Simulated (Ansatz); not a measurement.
**Ionic part of the dielectric constant of BN at 20 GPa, mode by mode**

The calculation used Ansatz, DFT PBEsol, scalar-relativistic, plane waves, PAW. Cutoff 420 eV, 12×12×12 k-points (Γ-centred), fixed occupations. No spin polarisation. Phonons by linear response, acoustic sum rule imposed.

The structure is trigonal, space group R3m (No. 160). Conventional cell: a = 2.472 Å, b = 2.472 Å, c = 7.927 Å, α = 90.00°, β = 90.00°, γ = 120.00°. B (site symmetry 3m) is surrounded by 3 N at 1.43 Å. N (site symmetry 3m) has 3 B at 1.43 Å as nearest neighbours.

The crystal is built of layers and no dispersion correction was added, so the binding between them is poorly described, and with it their spacing and whatever depends on it.

The primitive cell has V = 13.98 Å³ and ε∞,yy = 5.532. Each polar mode adds Δε = (4.92064×10⁷/V)·S/ν² along y, with S its oscillator strength in e²/amu, ν in cm⁻¹ and V in Å³.

Task: From these modes, find each Δε and ε0,yy.
| ν (cm⁻¹) | S_yy (e²/amu) |
| --- | --- |
| 631.0 | 0.0008 |
| 1434.6 | 1.136 |

Result:
```csv
ν (cm⁻¹),Δε
631.0,0.01
1434.6,1.94
```

The sum is 1.949, so ε0,yy = 7.48; the run's tensor has 7.48.

Task: Where do the longitudinal modes lie for a wave vector along y?

Result: At 631, 1668 cm⁻¹. The Lyddane–Sachs–Teller product Π(ν_LO/ν_TO)² = 1.35 matches ε0/ε∞ = 1.35.

This form isn't the usual stable structure of the compound at low pressure.

Cost: 1 run of about 1.1 core-minutes, on Arm Neoverse V2 (shared hosts).